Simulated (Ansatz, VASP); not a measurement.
## One calculation of ZrO2, two programs

The input POSCAR:

```
ZrO2
1.0
    0.0000000000      2.5447179899      2.5447179899
    2.5447179899      0.0000000000      2.5447179899
    2.5447179899      2.5447179899      0.0000000000
Zr O
1 2
Direct
    0.0000000000      0.0000000000      0.0000000000
    0.2500000000      0.2500000000      0.2500000000
    0.7500000000      0.7500000000      0.7500000000
```

Contents of INCAR.step1:

```
ALGO     = Normal         # electronic algorithm
EDIFF    = 1E-4           # SCF threshold, eV
ENCUT    = 520            # plane-wave cutoff, eV
GGA      = PE             # functional
ISMEAR   = 0              # smearing method
LASPH    = T              # aspherical terms in the spheres
LCHARG   = F              # write CHGCAR
LREAL    = F              # projectors in reciprocal space
LWAVE    = T              # write WAVECAR
NBANDS   = 19             # bands
NELM     = 100            # most SCF steps
PREC     = Accurate       # precision mode
SIGMA    = 0.05           # smearing width, eV
```

File INCAR.step2:

```
ALGO     = Normal         # electronic algorithm
EDIFF    = 1E-7           # SCF threshold, eV
ENCUT    = 520            # plane-wave cutoff, eV
ISIF     = 2              # what is computed and relaxed
ISMEAR   = 0              # smearing method
ISTART   = 1            
LASPH    = T              # aspherical terms in the spheres
LCHARG   = F              # write CHGCAR
LMIXTAU  = T            
LREAL    = F              # projectors in reciprocal space
LWAVE    = F              # write WAVECAR
METAGGA  = R2SCAN         # meta-GGA
NBANDS   = 19             # bands
NELM     = 100            # most SCF steps
PREC     = Accurate       # precision mode
SIGMA    = 0.05           # smearing width, eV
```

The input KPOINTS:

```
k-points
0
Gamma
  8 8 8
```

Input for Ansatz:

```yaml
crystal:
  lattice:
    - [0.0, 2.5447179886, 2.5447179886]
    - [2.5447179886, 0.0, 2.5447179886]
    - [2.5447179886, 2.5447179886, 0.0]
  atoms:
    - { symbol: Zr, position: [0.0, 0.0, 0.0] }
    - { symbol: O, position: [0.25, 0.25, 0.25] }
    - { symbol: O, position: [0.75, 0.75, 0.75] }
basis:
  ecutwfc: 500
kpoints:
  mp_grid: { grid: [8, 8, 8] }
hamiltonian:
  xc: r2scan
scf:
  occupations: { method: gaussian, width: 0.05 }
output:
  forces: true
  stress: true
  eigenvalues: true
```

Measurements of this composition are mostly on another form, of space group No. 14.

Alike in both runs: task single point; functional r2SCAN; k mesh 8 × 8 × 8; occupations gaussian, width 0.05 eV; no spin polarisation.

|  | VASP | Ansatz |
| --- | --- | --- |
| version | VASP 6.6.1 | Ansatz 0.2.0 |
| potentials or method | VASP PAW PBE potentials, release 64 (Zr_sv, O) | scalar-relativistic, plane waves, PAW |
| plane-wave cutoff (eV) | 520 | 500 |
| valence electrons in the cell | 24 | 24 |

Ansatz gave:

```
gap on the k mesh at the Fermi level (eV) : 3.89
least direct gap on the mesh (eV)         : 4.29
pressure (GPa)                            : 0.0
```

Q: What did VASP give for the same quantities?

A: gap on the k mesh at the Fermi level (eV): 3.87; least direct gap on the mesh (eV): 4.27; pressure (GPa): 0.3.

Caveats: the PAW data sets were made with another functional, which shifts forces and pressure a little (VASP). A k mesh can miss the band edges. r2SCAN opens gaps a little over a GGA but as a rule still falls short of measured ones.
